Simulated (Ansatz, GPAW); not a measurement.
**One calculation of FeO, 3 ways**

```xyz
2
Lattice="0.0000 2.1554 2.1554 2.1554 0.0000 2.1554 2.1554 2.1554 0.0000" Properties=species:S:1:pos:R:3 pbc="T T T"
Fe    0.0000    0.0000    0.0000
O     2.1554    2.1554    2.1554
```

Alike in all runs: task single point; functional PBE; k mesh 11 × 11 × 11; occupations gaussian, width 0.015 eV; collinear spin, ferromagnetic start; no spin-orbit coupling. The measured crystal is an antiferromagnetic insulator; the state found here is the runs' own. Pressure is positive in compression and, in plane waves, holds the error of the finite cutoff, which Ansatz's Pulay term estimates and takes out.

```csv
program and potentials,plane-wave cutoff (eV),notes,pressure (GPa),net moment per atom (μB)
"Ansatz, Ansatz PAW",420,11 valence electrons an atom on average; Pulay term of +0.65 GPa included,-0.27,2.00
"Ansatz, all-electron LAPW, scalar-relativistic",-,-,?,?
"GPAW, GPAW PAW data sets (gpaw-data 1.2.1)",800,7 valence electrons an atom on average,0.76,2.00
```

**Question.** Estimate from the other rows what the run with Ansatz, all-electron LAPW, scalar-relativistic gave.

**Answer.** Pressure -0.37 GPa; net moment per atom 2.00 μB. The other rows, which needn't bracket it: pressure -0.27 to 0.76; net moment per atom 2.00.
